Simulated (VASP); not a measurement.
# LiSe2 (P-3m1) in VASP: relaxation of cell and atoms with PBE

Aim: the relaxation of cell and atoms of LiSe2 with PBE.

Program: VASP 6.6.1. These are calculated values, not measurements. Logs are shortened: lines on timing, memory, paths and dates and some standing lists are left out, and cuts for length are marked.

### Step 1. The crystal as given

Symmetry: P-3m1, No. 164, trigonal system. The conventional cell has a = 4.034 Å, b = 4.034 Å, c = 3.956 Å, α = 90.00°, β = 90.00°, γ = 120.00°. Around Li (site symmetry -3m) lie 6 Se at 2.56 Å. Around Se (site symmetry 3m) lie 3 Li at 2.56 Å.

The cell was built by a generator and needn't be a form met in nature.

### Step 2. Relaxation of cell and atoms, PBE

File INCAR:

```
ALGO = Normal ; EDIFF = 1E-7
EDIFFG = -0.02 ; ENCUT = 600
GGA = PE ; IBRION = 2
ISIF = 3 ; ISMEAR = 0
LASPH = True ; LCHARG = False
LREAL = False ; LWAVE = False
NELM = 100 ; NSW = 40
PREC = Accurate ; SIGMA = 0.05
```

File KPOINTS:

```
k-points
0
Gamma
  8 8 7
```

File POSCAR:

```
LiSe2
1.0
    4.0338200000      0.0000000000      0.0000000000
   -2.0169100000      3.4933900000      0.0000000000
    0.0000000000      0.0000000000      3.9562200000
Li Se
1 2
Direct
    0.0000000000      0.0000000000      0.5000000000
    0.3333300000      0.6666700000      0.7664300000
    0.6666700000      0.3333300000      0.2335700000
```

Potentials or basis: VASP PAW PBE potentials, release 64 (Li_sv, Se).

Launch:

```
> cat potpaw_PBE.64/Li_sv/POTCAR potpaw_PBE.64/Se/POTCAR > POTCAR
> mpirun -np 1 vasp_std > vasp.out
```

OUTCAR:

```text
EDIFF = 1E-7
   EDIFFG = -0.02
   ENCUT = 600
   GGA = PE
   IBRION = 2
   ISIF = 3
   ISMEAR = 0
   LASPH = True
   LREAL = False
   NELM = 100
   NSW = 40
   PREC = Accurate

 ion  position               nearest neighbor table
   1  0.000  0.000  0.500-   2 2.56   3 2.56   2 2.56   3 2.56   3 2.56   2 2.56
   2  0.333  0.667  0.766-   1 2.56   1 2.56   1 2.56
   3  0.667  0.333  0.234-   1 2.56   1 2.56   1 2.56

  LATTYP: Found a hexagonal cell.
 ALAT       =     4.0338200000
 C/A-ratio  =     0.9807626518

  Lattice vectors:

 A1 = (   4.0338200000,   0.0000000000,   0.0000000000)
 A2 = (  -2.0169100000,   3.4933900000,   0.0000000000)
 A3 = (   0.0000000000,   0.0000000000,   3.9562200000)

Analysis of symmetry for initial positions (statically):
=====================================================================
 Subroutine PRICEL returns:
 Original cell was already a primitive cell.

 Routine SETGRP: Setting up the symmetry group for a
 hexagonal supercell.

 Subroutine GETGRP returns: Found  4 space group operations
 (whereof  4 operations were pure point group operations)
 out of a pool of 24 trial point group operations.

The static configuration has the point symmetry C_2h.

Analysis of symmetry for dynamics (positions and initial velocities):
=====================================================================
 Subroutine PRICEL returns:
 Original cell was already a primitive cell.

 Routine SETGRP: Setting up the symmetry group for a
 hexagonal supercell.

 Subroutine GETGRP returns: Found  4 space group operations
 (whereof  4 operations were pure point group operations)
 out of a pool of 24 trial point group operations.

The dynamic configuration has the point symmetry C_2h.

 Subroutine INISYM returns: Found  4 space group operations
 (whereof  4 operations are pure point group operations),
 and found     1 'primitive' translations

----------------------------------------------------------------------------------------

                                     Primitive cell

  volume of cell :      55.7499

  direct lattice vectors                    reciprocal lattice vectors
     4.033820000  0.000000000  0.000000000     0.247903972  0.143127449  0.000000000
    -2.016910000  3.493390000  0.000000000     0.000000000  0.286254899  0.000000000
     0.000000000  0.000000000  3.956220000     0.000000000  0.000000000  0.252766530

  length of vectors
     4.033820000  4.033819485  3.956220000     0.286254862  0.286254899  0.252766530

  position of ions in fractional coordinates (direct lattice)
     0.000000000  0.000000000  0.500000000
     0.333330000  0.666670000  0.766430000
     0.666670000  0.333330000  0.233570000

  ion indices of the primitive-cell ions
   primitive index   ion index
                 1           1
                 2           2
                 3           3

----------------------------------------------------------------------------------------

 KPOINTS: k-points

Automatic generation of k-mesh.
 Grid dimensions read from file:
 generate k-points for:    8    8    7

 Generating k-lattice:

  Cartesian coordinates                     Fractional coordinates (reciprocal lattice)
     0.030987996  0.017890931  0.000000000     0.125000000  0.000000000  0.000000000
     0.000000000  0.035781862  0.000000000     0.000000000  0.125000000  0.000000000
     0.000000000  0.000000000  0.036109504     0.000000000  0.000000000  0.142857143

  Length of vectors
     0.035781858  0.035781862  0.036109504

  Shift w.r.t. Gamma in fractional coordinates (k-lattice)
     0.000000000  0.000000000  0.000000000

 Subroutine IBZKPT returns following result:
 ===========================================

 Found    129 irreducible k-points:

 Following reciprocal coordinates:
            Coordinates               Weight
  0.000000  0.000000  0.000000      1.000000
  0.125000 -0.000000  0.000000      4.000000
 -0.125000  0.125000  0.000000      2.000000
  0.250000 -0.000000  0.000000      4.000000
 -0.250000  0.250000  0.000000      2.000000
  0.375000  0.000000  0.000000      4.000000
[... 16 lines left out ...]
  0.125000 -0.000000  0.142857      4.000000
  0.000000  0.125000  0.142857      4.000000
 [... further k-points ...]
   k-points           NKPTS =    129   k-points in BZ     NKDIM =    129   number of bands    NBANDS=     11
   number of dos      NEDOS =    301   number of ions     NIONS =      3
   total plane-waves  NPLWV =  32768
   dimension x,y,z NGX =    32 NGY =   32 NGZ =   32
   dimension x,y,z NGXF=    64 NGYF=   64 NGZF=   64
   ions per type =               1   2
   NGX,Y,Z   is equivalent  to a cutoff of  13.19, 13.19, 13.45 a.u.
   NGXF,Y,Z  is equivalent  to a cutoff of  26.38, 26.38, 26.89 a.u.
 SYSTEM =  unknown system
   PREC   = accura    normal or accurate (medium, high low for compatibility)
   ISTART =      0    job   : 0-new  1-cont  2-samecut
   ICHARG =      2    charge: 1-file 2-atom 10-const
   ISPIN  =      1    spin polarized calculation?
   LNONCOLLINEAR =      F non collinear calculations
   LSORBIT =      F    spin-orbit coupling
   LASPH  =      T    aspherical Exc in radial PAW
   ENCUT  =  600.0 eV  44.10 Ry    6.64 a.u.   8.06  8.06  7.90*2*pi/ulx,y,z
   NELM   =    100;   NELMIN=  2; NELMDL= -5     # of ELM steps
   EDIFF  = 0.1E-06   stopping-criterion for ELM
   LREAL  =      F    real-space projection
   EDIFFG = -.2E-01   stopping-criterion for IOM
   NSW    =     40    number of steps for IOM
   IBRION =      2    ionic relax: 0-MD 1-quasi-New 2-CG
   NFREE  =      1    steps in history (QN), initial steepest desc. (CG)
   ISIF   =      3    stress and relaxation
   ISYM   =      2    0-nonsym 1-usesym 2-fastsym
   POTIM  = 0.5000    time-step for ionic-motion
   TEBEG  =    0.0;   TEEND  =   0.0 temperature during run
   PSTRESS=    0.0 pullay stress
   NELECT =      15.0000    total number of electrons
   NUPDOWN=      -1.0000    fix difference up-down
   EMIN   =  10.00;   EMAX   =-10.00  energy-range for DOS
   EFERMI =   0.00;   METHOD = LEGACY
   ISMEAR =     0;   SIGMA  =   0.05  broadening in eV -4-tet -1-fermi 0-gaus
   EFERMI_NEDOS =   21; number of points for ismear=-14 and -15
   IALGO  =     38    algorithm
   IMIX   =      4    mixing-type and parameters
     AMIX     =   0.40;   BMIX     =  1.00
     AMIX_MAG =   1.60;   BMIX_MAG =  1.00
  volume/ion in A,a.u.               =      18.58       125.41
  Fermi-wavevector in a.u.,A,eV,Ry     =   1.056876  1.997205 15.197520  1.116986
  Thomas-Fermi vector in A             =   2.192128
   LORBIT       =      0    0 simple, 1 ext, 2 COOP (PROOUT), +10 PAW based schemes
   GGA     = PE    functional components
   LHFCALC =     F    Hartree Fock is set to
   AEXX    =    0.0000 exact exchange contribution
   IVDW    =     0    specifies the selected vdW correction
   LEPSILON=     F    determine dielectric tensor
   LRPA    =     F    only Hartree local field effects (RPA)
 conjugate gradient relaxation of ions
 non-spin polarized calculation
 Gauss-broadening in eV      SIGMA  =   0.05
  energy-cutoff  :      600.00
  volume of cell :       55.75
 maximum number of plane-waves:      1876
   NGX = 17   NGY = 17   NGZ = 15

--------------------------------------- Ionic step        1  -------------------------------------------

 number of electron      15.0000003 magnetization

 Free energy of the ion-electron system (eV)
  ---------------------------------------------------
  ext. energy  EPLUGINS =         0.00000000
  ---------------------------------------------------
  free energy    TOTEN  =        -9.53282300 eV

  energy without entropy =       -9.53120708  energy(sigma->0) =       -9.53201504

 E-fermi :   3.9551     XC(G=0):  -9.7026

 val. band max:        3.9421308507   @ k =  -0.3750   0.3750   0.0000
 cond. band min:       3.9569682230   @ k =   0.3750   0.3750   0.1429
 fundamental gap:      0.0148373723
 Fermi energy:         3.9550532137

 k-point     1 :       0.0000    0.0000    0.0000
  band No.  band energies     occupation
      1     -41.5579      2.00000
      2     -10.7421      2.00000
      3      -6.7412      2.00000
      4       0.3040      2.00000
      5       1.3738      2.00000
      6       1.3740      2.00000
      7       3.5141      2.00000
      8       3.5144      2.00000
      9       5.8982      0.00000
     10       7.8348      0.00000
     11       9.6972      0.00000
[... 309 lines left out ...]
 k-point    24 :       0.0000    0.1250    0.1429
  band No.  band energies     occupation
      1     -41.5578      2.00000
      2     -10.4893      2.00000
      3      -7.1262      2.00000
      4       0.2173      2.00000
      5       1.2129      2.00000
      6       1.4419      2.00000
      7       3.3898      2.00000
      8       3.7411      2.00000
      9       5.1987      0.00000
     10       8.7008      0.00000
     11      10.2621      0.00000

 [... further k-points ...]

------------------------ aborting loop because EDIFF is reached ----------------------------------------

  FORCE on cell =-STRESS in cart. coord.  units (eV):
  Direction    XX          YY          ZZ          XY          YZ          ZX
  --------------------------------------------------------------------------------------
  -------------------------------------------------------------------------------------
  Total        1.1435095      1.1433100      0.7493688     -0.0001724     -0.0000346      0.0000599
  in kB       32.8629343     32.8572005     21.5358572     -0.0049560     -0.0009943      0.0017219
  external PRESSURE =      29.0853307 kB  Pullay stress =       0.0000000 kB
[... 170 lines left out ...]
  energy  without entropy=       -9.5628746127  energy(sigma->0) =       -9.56345519

--------------------------------------- Ionic step        6  -------------------------------------------

 number of electron      14.9999998 magnetization

 Free energy of the ion-electron system (eV)
  ---------------------------------------------------
  ext. energy  EPLUGINS =         0.00000000
  ---------------------------------------------------
  free energy    TOTEN  =        -9.56683117 eV

  energy without entropy =       -9.56638609  energy(sigma->0) =       -9.56660863

 E-fermi :   3.4510     XC(G=0):  -9.4571

 val. band max:        3.4095132478   @ k =   0.0000   0.1250   0.4286
 cond. band min:       3.5004847667   @ k =   0.3750   0.0000   0.0000
 fundamental gap:      0.0909715189
 Fermi energy:         3.4510216791

 k-point     1 :       0.0000    0.0000    0.0000
  band No.  band energies     occupation
      1     -42.1631      2.00000
      2     -10.9277      2.00000
      3      -7.2915      2.00000
      4       0.2181      2.00000
      5       0.8559      2.00000
      6       0.8562      2.00000
      7       2.9599      2.00000
      8       2.9604      2.00000
      9       5.2145      0.00000
     10       7.4876      0.00000
     11       8.7373      0.00000
[... 309 lines left out ...]
 k-point    24 :       0.0000    0.1250    0.1429
  band No.  band energies     occupation
      1     -42.1631      2.00000
      2     -10.6905      2.00000
      3      -7.6254      2.00000
      4      -0.0155      2.00000
      5       0.7266      2.00000
      6       1.0406      2.00000
      7       2.8428      2.00000
      8       3.1776      2.00000
      9       4.5350      0.00000
     10       8.3156      0.00000
     11       9.4647      0.00000

 [... further k-points ...]

------------------------ aborting loop because EDIFF is reached ----------------------------------------

  FORCE on cell =-STRESS in cart. coord.  units (eV):
  Direction    XX          YY          ZZ          XY          YZ          ZX
  --------------------------------------------------------------------------------------
  -------------------------------------------------------------------------------------
  Total       -0.0096665     -0.0096727     -0.0534880     -0.0000054      0.0000227     -0.0000393
  in kB       -0.2623786     -0.2625486     -1.4518306     -0.0001473      0.0006152     -0.0010655
  external PRESSURE =      -0.6589192 kB  Pullay stress =       0.0000000 kB
[... 18 lines left out ...]
  FREE ENERGIE OF THE ION-ELECTRON SYSTEM (eV)
  ---------------------------------------------------
  free  energy   TOTEN  =        -9.5668311682 eV

  energy  without entropy=       -9.5663860932  energy(sigma->0) =       -9.56660863

 reached required accuracy - stopping structural energy minimisation
```

Run time: 91 s. Hardware: 1 thread of Intel Xeon 6975P-C (Granite Rapids), shared host; peak memory 0.25 GiB.

What came out:

```yaml
Free_energy: -9.5668 eV
Relaxed_volume: 19.68 Å³/atom
Relaxed_cell: a = 4.159 Å, b = 4.159 Å, c = 3.941 Å, α = 90.00°, β = 90.00°, γ = 120.00°
Space_group_after_relaxing_to_0.05_Å: P-3m1 (No. 164)
Energy_gained_by_relaxing: 11.3 meV/atom
Ionic_steps: 6
Pressure_after_relaxing: -0.1 GPa
Largest_force_after_relaxing: 0.017 eV/Å
Band_gap_on_the_k_mesh: none (metal or under the smearing width)
```

Forces on the atoms (eV/Å):
```
Li   0.000  0.000  0.000
Se   0.000  0.000 -0.017
Se   0.000  0.000  0.017
```

The path:
| step | energy change (eV) | largest force (eV/Å) | pressure (GPa) | volume (Å³) |
| --- | --- | --- | --- | --- |
| 1 | 0.0000 | 0.0162 | 2.91 | 55.75 |
| 2 | -0.0288 | 0.0030 | 0.35 | 58.52 |
| 3 | -0.0295 | 0.0057 | -0.11 | 59.11 |
| 4 | -0.0295 | 0.0053 | -0.06 | 59.04 |
| 5 | -0.0312 | 0.0065 | -0.05 | 59.04 |
| 6 | -0.0340 | 0.0171 | -0.07 | 59.03 |

Final structure:
```xyz
3
Lattice="4.1588 0.0000 0.0000 -2.0795 3.6016 0.0000 0.0000 0.0000 3.9408" Properties=species:S:1:pos:R:3 pbc="T T T"
Li    0.0000    0.0000    1.9704
Se   -0.0001    2.4011    3.0203
Se    2.0794    1.2005    0.9205
```

Caveat: the cutoff is under 1.25 times the usual one of these potentials, so pressure, stress and relaxed cells hold a basis-set (Pulay) error.

### Step 3. For comparison

An earlier run on the cell as given: functional PBE; potentials or basis VASP PAW PBE potentials, release 64 (Li_sv, Se); cutoff 520 eV; k mesh 8 × 8 × 7; occupations fermi-dirac, width 0.05 eV; no spin polarisation.

- Largest force: 0.017 eV/Å
- Band gap on the k mesh: none (metal or under the smearing width)
